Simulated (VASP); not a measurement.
# Si (a cell with a defect) in VASP: further runs

Runs on Si (a cell with a defect). Level: PBE. Tasks: single point, relaxation of the atoms.

All numbers are computed with VASP 6.6.1; they aren't measurements. Logs are shortened: lines on timing, memory, paths and dates and some standing lists are left out, and cuts for length are marked.

### Step 1. The crystal as given

The cell holds a defect, 17 atoms: a = 7.679 Å, b = 7.679 Å, c = 7.679 Å, α = 60.00°, β = 60.00°, γ = 60.00°.

The cell was built by a generator and needn't be a form met in nature.

### Step 2. Single point, PBE

File INCAR:

```
SYSTEM = Si
  ALGO = Fast
  EDIFF = 1E-7
  ENCUT = 520
  GGA = PE
  ISIF = 2
  ISMEAR = 0
  LASPH = .True.
  LCHARG = .False.
  LREAL = Auto
  LWAVE = .False.
  NBANDS = 48
  NELM = 100
  PREC = Accurate
  SIGMA = 0.02
```

File KPOINTS:

```
k-points
0
Gamma
  2 2 2
  0 0 0
```

File POSCAR:

```
Si
1.0
    0.0000000000      5.4300000000      5.4300000000
    5.4300000000      0.0000000000      5.4300000000
    5.4300000000      5.4300000000      0.0000000000
Si
17
Direct
   -0.0118041150      0.0011856310      0.0016997672
    0.0885070420      0.1367958961      0.1375719839
   -0.0117820651      0.0011368996      0.5093714965
    0.1313904927      0.1069047264      0.6310703566
   -0.0116969629      0.5085935476      0.0017404197
    0.1304203664      0.6304892000      0.1084365090
    0.0779793492      0.4734819045      0.4748110574
    0.1312873848      0.6304794080      0.6310796011
    0.4633637760      0.0118351544      0.0127024123
    0.6173629017      0.1209952051      0.1216185974
    0.5040949730     -0.0339668660      0.5152766367
    0.6174145768      0.1208476084      0.6406369891
    0.5031270571      0.5147376509     -0.0328624572
    0.6174713473      0.6397730017      0.1215635226
    0.5040025621      0.5144032499      0.5153464227
    0.6937271386      0.6015940516      0.6028441584
    0.5147257553      0.3281606909      0.3288538866
```

Potentials or basis: VASP PAW PBE potentials, release 64 (Si).

Command:

```bash
cat potpaw_PBE.64/Si/POTCAR > POTCAR
mpirun -np 1 vasp_std > vasp.out
```

OUTCAR:

```text
SYSTEM = Si
   EDIFF = 1E-7
   ENCUT = 520
   GGA = PE
   ISIF = 2
   ISMEAR = 0
   LASPH = .True.
   LREAL = Auto
   NELM = 100
   PREC = Accurate

 ion  position               nearest neighbor table
   1  0.988  0.001  0.002-  10 2.33   6 2.33   4 2.33   2 2.34
   2  0.089  0.137  0.138-   1 2.34   3 2.34   5 2.34   9 2.35
   3  0.988  0.001  0.509-  12 2.33   4 2.33   8 2.33   2 2.34
   4  0.131  0.107  0.631-   1 2.33   3 2.33  11 2.34   7 2.34
   5  0.988  0.509  0.002-  14 2.33   6 2.33   8 2.33   2 2.34
   6  0.130  0.630  0.108-   1 2.33   5 2.33  13 2.34   7 2.34
   7  0.078  0.473  0.475-   6 2.34   4 2.34   8 2.34  16 2.41  17 2.74
   8  0.131  0.630  0.631-   3 2.33   5 2.33  15 2.34   7 2.34
   9  0.463  0.012  0.013-  12 2.34  14 2.34  10 2.34   2 2.35
  10  0.617  0.121  0.122-   1 2.33   9 2.34  17 2.39  11 2.47  13 2.47
  11  0.504  0.966  0.515-  16 2.33   4 2.34  17 2.43  12 2.47  10 2.47
  12  0.617  0.121  0.641-   3 2.33   9 2.34  17 2.39  11 2.47  15 2.47
  13  0.503  0.515  0.967-  16 2.33   6 2.34  17 2.43  10 2.47  14 2.47
  14  0.617  0.640  0.122-   5 2.33   9 2.34  17 2.39  13 2.47  15 2.47
  15  0.504  0.514  0.515-  16 2.33   8 2.34  17 2.43  12 2.47  14 2.47
  16  0.694  0.602  0.603-  15 2.33  11 2.33  13 2.33   7 2.41
  17  0.515  0.328  0.329-  14 2.39  10 2.39  12 2.39  15 2.43  13 2.43  11 2.43   7 2.74

  LATTYP: Found a face centered cubic cell.
 ALAT       =    10.8600000000

  Lattice vectors:

 A1 = (   0.0000000000,   5.4300000000,   5.4300000000)
 A2 = (   5.4300000000,   0.0000000000,   5.4300000000)
 A3 = (   5.4300000000,   5.4300000000,   0.0000000000)

Analysis of symmetry for initial positions (statically):
=====================================================================
 Subroutine PRICEL returns:
 Original cell was already a primitive cell.

 Routine SETGRP: Setting up the symmetry group for a
 face centered cubic supercell.

 Subroutine GETGRP returns: Found  1 space group operations
 (whereof  1 operations were pure point group operations)
 out of a pool of 48 trial point group operations.

The static configuration has the point symmetry C_1 .

Analysis of symmetry for dynamics (positions and initial velocities):
=====================================================================
 Subroutine PRICEL returns:
 Original cell was already a primitive cell.

 Routine SETGRP: Setting up the symmetry group for a
 face centered cubic supercell.

 Subroutine GETGRP returns: Found  1 space group operations
 (whereof  1 operations were pure point group operations)
 out of a pool of 48 trial point group operations.

The dynamic configuration has the point symmetry C_1 .

 Subroutine INISYM returns: Found  1 space group operations
 (whereof  1 operations are pure point group operations),
 and found     1 'primitive' translations

----------------------------------------------------------------------------------------

                                     Primitive cell

  volume of cell :     320.2060

  direct lattice vectors                    reciprocal lattice vectors
     0.000000000  5.430000000  5.430000000    -0.092081031  0.092081031  0.092081031
     5.430000000  0.000000000  5.430000000     0.092081031 -0.092081031  0.092081031
     5.430000000  5.430000000  0.000000000     0.092081031  0.092081031 -0.092081031

  length of vectors
     7.679179644  7.679179644  7.679179644     0.159489025  0.159489025  0.159489025

  position of ions in fractional coordinates (direct lattice)
     0.988195885  0.001185631  0.001699767
     0.088507042  0.136795896  0.137571984
     0.988217935  0.001136900  0.509371497
     0.131390493  0.106904726  0.631070357
     0.988303037  0.508593548  0.001740420
     0.130420366  0.630489200  0.108436509
[... 9 lines left out ...]
     0.693727139  0.601594052  0.602844158
     0.514725755  0.328160691  0.328853887

  ion indices of the primitive-cell ions
   primitive index   ion index
                 1           1
                 2           2
                 3           3
                 4           4
                 5           5
                 6           6
[... 9 lines left out ...]
                16          16
                17          17

----------------------------------------------------------------------------------------

 KPOINTS: k-points

Automatic generation of k-mesh.
 Grid dimensions read from file:
 generate k-points for:    2    2    2

 Generating k-lattice:

  Cartesian coordinates                     Fractional coordinates (reciprocal lattice)
    -0.046040516  0.046040516  0.046040516     0.500000000  0.000000000  0.000000000
     0.046040516 -0.046040516  0.046040516     0.000000000  0.500000000  0.000000000
     0.046040516  0.046040516 -0.046040516     0.000000000  0.000000000  0.500000000

  Length of vectors
     0.079744512  0.079744512  0.079744512

  Shift w.r.t. Gamma in fractional coordinates (k-lattice)
     0.000000000  0.000000000  0.000000000

 Subroutine IBZKPT returns following result:
 ===========================================

 Found      8 irreducible k-points:

 Following reciprocal coordinates:
            Coordinates               Weight
  0.000000  0.000000  0.000000      1.000000
  0.500000  0.000000  0.000000      1.000000
  0.000000  0.500000  0.000000      1.000000
  0.000000  0.000000  0.500000      1.000000
  0.500000  0.500000  0.500000      1.000000
  0.500000  0.500000  0.000000      1.000000
  0.000000  0.500000  0.500000      1.000000
  0.500000  0.000000  0.500000      1.000000
   k-points           NKPTS =      8   k-points in BZ     NKDIM =      8   number of bands    NBANDS=     48
   number of dos      NEDOS =    301   number of ions     NIONS =     17
   total plane-waves  NPLWV = 216000
   dimension x,y,z NGX =    60 NGY =   60 NGZ =   60
   dimension x,y,z NGXF=   120 NGYF=  120 NGZF=  120
   ions per type =              17
   NGX,Y,Z   is equivalent  to a cutoff of  12.99, 12.99, 12.99 a.u.
   NGXF,Y,Z  is equivalent  to a cutoff of  25.98, 25.98, 25.98 a.u.
 SYSTEM =  Si
   PREC   = accura    normal or accurate (medium, high low for compatibility)
   ISTART =      0    job   : 0-new  1-cont  2-samecut
   ICHARG =      2    charge: 1-file 2-atom 10-const
   ISPIN  =      1    spin polarized calculation?
   LNONCOLLINEAR =      F non collinear calculations
   LSORBIT =      F    spin-orbit coupling
   LASPH  =      T    aspherical Exc in radial PAW
   ENCUT  =  520.0 eV  38.22 Ry    6.18 a.u.  14.28 14.28 14.28*2*pi/ulx,y,z
   NELM   =    100;   NELMIN=  2; NELMDL= -5     # of ELM steps
   EDIFF  = 0.1E-06   stopping-criterion for ELM
   LREAL  =      T    real-space projection
   EDIFFG = 0.1E-05   stopping-criterion for IOM
   NSW    =      0    number of steps for IOM
   IBRION =     -1    ionic relax: 0-MD 1-quasi-New 2-CG
   NFREE  =      0    steps in history (QN), initial steepest desc. (CG)
   ISIF   =      2    stress and relaxation
   ISYM   =      2    0-nonsym 1-usesym 2-fastsym
   POTIM  = 0.5000    time-step for ionic-motion
   TEBEG  =    0.0;   TEEND  =   0.0 temperature during run
   PSTRESS=    0.0 pullay stress
   NELECT =      68.0000    total number of electrons
   NUPDOWN=      -1.0000    fix difference up-down
   EMIN   =  10.00;   EMAX   =-10.00  energy-range for DOS
   EFERMI =   0.00;   METHOD = LEGACY
   ISMEAR =     0;   SIGMA  =   0.02  broadening in eV -4-tet -1-fermi 0-gaus
   EFERMI_NEDOS =   21; number of points for ismear=-14 and -15
   IALGO  =     68    algorithm
   IMIX   =      4    mixing-type and parameters
     AMIX     =   0.40;   BMIX     =  1.00
     AMIX_MAG =   1.60;   BMIX_MAG =  1.00
  volume/ion in A,a.u.               =      18.84       127.11
  Fermi-wavevector in a.u.,A,eV,Ry     =   0.976715  1.845724 12.979587  0.953973
  Thomas-Fermi vector in A             =   2.107356
   LORBIT       =      0    0 simple, 1 ext, 2 COOP (PROOUT), +10 PAW based schemes
   GGA     = PE    functional components
   LHFCALC =     F    Hartree Fock is set to
   AEXX    =    0.0000 exact exchange contribution
   IVDW    =     0    specifies the selected vdW correction
   LEPSILON=     F    determine dielectric tensor
   LRPA    =     F    only Hartree local field effects (RPA)
 non-spin polarized calculation
 RMM-DIIS sequential band-by-band and
 Gauss-broadening in eV      SIGMA  =   0.02
  energy-cutoff  :      520.00
  volume of cell :      320.21
 maximum number of plane-waves:      8646
 NGX is ok and might be reduce to    60
   NGX = 29   NGY = 29   NGZ = 29

 number of electron      68.0000000 magnetization

 Free energy of the ion-electron system (eV)
  ---------------------------------------------------
  ext. energy  EPLUGINS =         0.00000000
  ---------------------------------------------------
  free energy    TOTEN  =       -87.69673544 eV

  energy without entropy =      -87.69536061  energy(sigma->0) =      -87.69604802

 E-fermi :   6.7208     XC(G=0):  -9.6916

 val. band max:        6.6952855647   @ k =   0.5000   0.0000   0.5000
 cond. band min:       6.7434353255   @ k =   0.0000   0.0000   0.0000
 fundamental gap:      0.0481497608
 Fermi energy:         6.7207870106

 k-point     1 :       0.0000    0.0000    0.0000
  band No.  band energies     occupation
      1      -6.2285      2.00000
      2      -3.8720      2.00000
      3      -3.6293      2.00000
      4      -3.6287      2.00000
      5      -3.3640      2.00000
      6      -2.5947      2.00000
[... 38 lines left out ...]
     45       8.5859      0.00000
     46       8.8799      0.00000

 k-point     2 :       0.5000    0.0000    0.0000
  band No.  band energies     occupation
      1      -5.8339      2.00000
      2      -4.8680      2.00000
      3      -3.3989      2.00000
      4      -3.3985      2.00000
      5      -3.3698      2.00000
      6      -2.9751      2.00000
[... 38 lines left out ...]
     45       9.8184      0.00000
     46      10.0362      0.00000

 k-point     3 :       0.0000    0.5000    0.0000
  band No.  band energies     occupation
      1      -5.7624      2.00000
      2      -4.9938      2.00000
      3      -3.5816      2.00000
      4      -3.4304      2.00000
      5      -3.1890      2.00000
      6      -2.9993      2.00000
[... 38 lines left out ...]
     45       9.5474      0.00000
     46      10.0534      0.00000

 k-point     4 :       0.0000    0.0000    0.5000
  band No.  band energies     occupation
      1      -5.7624      2.00000
      2      -4.9939      2.00000
      3      -3.5812      2.00000
      4      -3.4304      2.00000
      5      -3.1902      2.00000
      6      -2.9984      2.00000
[... 38 lines left out ...]
     45       9.5504      0.00000
     46      10.0584      0.00000

 k-point     5 :       0.5000    0.5000    0.5000
  band No.  band energies     occupation
      1      -5.7624      2.00000
      2      -4.9938      2.00000
      3      -3.5816      2.00000
      4      -3.4305      2.00000
      5      -3.1891      2.00000
      6      -2.9993      2.00000
[... 38 lines left out ...]
     45       9.5472      0.00000
     46      10.0537      0.00000

 k-point     6 :       0.5000    0.5000    0.0000
  band No.  band energies     occupation
      1      -5.6355      2.00000
      2      -4.6922      2.00000
      3      -4.0686      2.00000
      4      -3.8761      2.00000
      5      -3.7914      2.00000
      6      -3.5918      2.00000
[... 38 lines left out ...]
     45      10.3129      0.00000
     46      10.4366      0.00000

 k-point     7 :       0.0000    0.5000    0.5000
  band No.  band energies     occupation
      1      -5.6355      2.00000
      2      -4.6922      2.00000
      3      -4.0686      2.00000
      4      -3.8762      2.00000
      5      -3.7914      2.00000
      6      -3.5918      2.00000
[... 38 lines left out ...]
     45      10.3139      0.00000
     46      10.4360      0.00000

 k-point     8 :       0.5000    0.0000    0.5000
  band No.  band energies     occupation
      1      -5.6353      2.00000
      2      -4.6928      2.00000
      3      -4.0689      2.00000
      4      -3.8758      2.00000
      5      -3.7913      2.00000
      6      -3.5914      2.00000
[... 38 lines left out ...]
     45      10.3162      0.00000
     46      10.4348      0.00000
 [bands above 46 left out]

------------------------ aborting loop because EDIFF is reached ----------------------------------------

  FORCE on cell =-STRESS in cart. coord.  units (eV):
  Direction    XX          YY          ZZ          XY          YZ          ZX
  --------------------------------------------------------------------------------------
  -------------------------------------------------------------------------------------
  Total        9.1050947      9.1060188      9.1036086      0.5290465     -0.5271492      0.5278576
  in kB       45.5580958     45.5627200     45.5506600      2.6471278     -2.6376347      2.6411795
  external PRESSURE =      45.5571586 kB  Pullay stress =       0.0000000 kB

 VOLUME and BASIS-vectors are now :
 -----------------------------------------------------------------------------
  energy-cutoff  :      520.00
  volume of cell :      320.21
      direct lattice vectors                 reciprocal lattice vectors
     0.000000000  5.430000000  5.430000000    -0.092081031  0.092081031  0.092081031
     5.430000000  0.000000000  5.430000000     0.092081031 -0.092081031  0.092081031
     5.430000000  5.430000000  0.000000000     0.092081031  0.092081031 -0.092081031

 POSITION                                       TOTAL-FORCE (eV/Angst)
 -----------------------------------------------------------------------------------
      0.01567      5.37513      5.37234         0.020682      0.012005      0.006639
      1.48982      1.22761      1.22339        -0.001739      0.002307      0.003794
      2.77206      8.13191      5.37220        -0.012937     -0.017928      0.010743
      4.00720      4.14016      1.29394         0.005145     -0.003476      0.007134
      2.77111      5.37594      8.12815        -0.006430      0.009522     -0.019582
      4.01237      1.29699      4.13174        -0.004772      0.009337      0.002195
[... 9 lines left out ...]
      6.54010      7.04038      7.03359         0.033043     -0.027257     -0.033680
      3.56759      4.58064      4.57687        -0.006222      0.000837      0.004454
 -----------------------------------------------------------------------------------
    total drift:                               -0.002030      0.004077      0.001321

  FREE ENERGIE OF THE ION-ELECTRON SYSTEM (eV)
  ---------------------------------------------------
  free  energy   TOTEN  =       -87.6967354380 eV

  energy  without entropy=      -87.6953606081  energy(sigma->0) =      -87.69604802
```

Run time: 2.8 min. Hardware: 1 thread of AMD EPYC 9R45 (Zen 5), shared host; peak memory 0.44 GiB.

Results:

```
Free energy            : -87.6967 eV
Pressure               : 4.6 GPa
Largest force          : 0.054 eV/Å
Band gap on the k mesh : 0.05 eV, indirect (least direct gap 0.45 eV)
```

Forces on the atoms (eV/Å):
```
Si   0.021  0.012  0.007
Si  -0.002  0.002  0.004
Si  -0.013 -0.018  0.011
Si   0.005 -0.003  0.007
Si  -0.006  0.010 -0.020
Si  -0.005  0.009  0.002
Si   0.009 -0.010 -0.006
Si  -0.008 -0.001 -0.005
Si  -0.001  0.001  0.000
Si   0.008 -0.003 -0.001
Si  -0.024  0.021 -0.011
Si   0.006 -0.001 -0.004
Si  -0.029 -0.008  0.029
Si   0.002 -0.003 -0.009
Si   0.010  0.020  0.025
Si   0.033 -0.027 -0.034
Si  -0.006  0.001  0.004
```

Caveat: the k mesh is coarse (spacing up to 0.50 Å⁻¹), so the values aren't converged. As with any semilocal functional, this PBE gap is likely too small.

[end of part 1 of 2]
